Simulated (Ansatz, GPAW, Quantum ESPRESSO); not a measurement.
## MoS2: band gap by level of theory

```
Mo S
1.0
     3.18402    0.00000    0.00000
    -1.59201    2.75744    0.00000
     0.00000    0.00000   28.38732
Mo S
3 6
Direct
  0.33333 0.66667 0.22816
  0.33333 0.66667 0.77184
  0.66667 0.33333 0.00000
  0.66667 0.33333 0.17349
  0.66667 0.33333 0.71719
  0.33333 0.66667 0.94533
  0.66667 0.33333 0.28281
  0.66667 0.33333 0.82651
  0.33333 0.66667 0.05467
```

Measurements of this composition are mostly on another form, of space group No. 194.

The cell holds a layer with vacuum beside it, so values per volume hang on the cell's height.

| rung | level | program and potentials | cutoff (eV) | k mesh | task | core time | chip | band gap (eV) | notes |
| --- | --- | --- | --- | --- | --- | --- | --- | --- | --- |
| LDA | LDA | Ansatz, Ansatz PAW | 420 | 12 × 12 × 2 | band structure | 35 s | AMD EPYC 7R13 Zen 3 | 1.15 | potentials made for PBE, which Ansatz adapts in part |
| hybrid | PBE0 | Ansatz, Ansatz PAW | 420 | 6 × 6 × 1 | band structure | 65 s | AMD EPYC 7R13 Zen 3 | 2.32 | potentials made for PBE, which Ansatz adapts in part |
| meta-GGA | r2SCAN | Ansatz, Ansatz PAW | 500 | 12 × 12 × 2 | band structure | 69 s | AMD EPYC 7R13 Zen 3 | 1.25 | potentials made for PBE, which Ansatz adapts in part |
| hybrid | HSE06 | Ansatz, Ansatz PAW | 420 | 6 × 6 × 1 | band structure | 73 s | AMD EPYC 7R13 Zen 3 | 1.66 | potentials made for PBE, which Ansatz adapts in part |
| hybrid | HSE06 | Ansatz, Ansatz PAW | 420 | 6 × 6 × 2 | single point | 73 s | AMD EPYC 7R13 Zen 3 | 1.66 | potentials made for PBE, which Ansatz adapts in part; mesh may miss the edge |
| GGA | PBEsol | Quantum ESPRESSO, GBRV 1.5 PBEsol | 612 | 10 × 10 × 1 | band structure | 18 min | AMD EPYC 7R43 Zen 3 | 1.16 | from the band path |
| LDA | LDA | Quantum ESPRESSO, GBRV 1.5 LDA | 612 | 10 × 10 × 1 | band structure | 20 min | AMD EPYC 7R43 Zen 3 | 1.15 | from the band path |
| meta-GGA | r2SCAN | GPAW, GPAW PAW data sets (gpaw-data 1.2.1) | 600 | 6 × 6 × 1 | band structure | 34 min | Arm Neoverse V2 | 1.24 | potentials made for PBE |

Times are single runs on shared hosts and different chips, so they are rough; meshes, cutoffs and the tasks' sizes weigh on the time. All rows: no spin polarisation. Gaps are the least found on the k mesh or the band path, and a mesh can miss the band edges. Meshes differ between rows, which moves values too. All levels ran on this one cell, unrelaxed unless noted. Meshes are those of the run's cell of 9 atoms unless a note names another. Runs on faulty files, with rough fits or with known faults for this quantity aren't shown. PBE isn't shown for this crystal. No row holds spin-orbit coupling.

By rung: LDA 1.15; GGA 1.16; meta-GGA 1.24 to 1.25; hybrid 1.66 to 2.32 (eV).
